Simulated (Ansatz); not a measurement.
ZnS (F-43m) under several functionals

**The experiment to reproduce.**

From “Photocatalytic Degradation of Rhodamine B Dye and Hydrogen Evolution by Hydrothermally Synthesized NaBH4—Spiked ZnS Nanostructures”, 2022, pmc:9046778, for a bulk crystal of ZnS: lattice constant a 5.409 Å.

Plane-wave DFT in Ansatz with scalar-relativistic PAW potentials. The same structure was relaxed (cell and atoms, symmetry kept) in separate runs at each level. No spin polarisation.

```tsv
level	cutoff (eV)	k mesh	V (Å³/atom)	a (Å)	gap (eV)	B0 (GPa)
LDA	420	10×10×10	18.577	5.297	2.13	–
PBEsol	420	10×10×10	19.212	5.357	2.09	–
r2SCAN	500	8×8×8	19.564	5.389	2.70	79
PBE	420	10×10×10	20.157	5.443	2.02	69
```

Q: Where does PBE+D3(BJ) (420 eV, k mesh 10×10×10) fall?

A: V (Å³/atom) 19.419, a (Å) 5.376, gap (eV) 2.18. Its volume is between those of PBEsol and r2SCAN. The usual order of volumes, LDA < PBEsol < PBE, holds here (18.577, 19.212, 20.157 Å³/atom). As a rule LDA overbinds; PBEsol, built on the gradient expansion of slowly varying densities, lies between LDA and PBE; PBE's stronger gradient term for exchange weakens bonds. Adding D3 to PBE changes the volume by -3.7 %; the term is attractive, so it pulls cells in. r2SCAN lies 2.9 % under PBE in volume. B0 goes from 78.6 to 69.5 GPa as the volume grows by 3.0 %; on one curve with B' = 4.4 the volume alone, B ∝ V^(−B'), would give 69.0 GPa, and the rest of the difference is the functional's own stiffness. Each gap belongs to its own cell, so it mixes the functional's effect with that of the volume; gaps are the least found on the k mesh or on a band path.

For PBE: Measured lattice constant a of ZnS: 5.409 Å (quoted in “Photocatalytic Degradation of Rhodamine B Dye and Hydrogen Evolution by Hydrothermally Synthesized NaBH4—Spiked ZnS Nanostructures”, 2022, pmc:9046778). This calculation gives 5.443 Å (+0.6 %). The calculations are for 0 K without zero-point motion.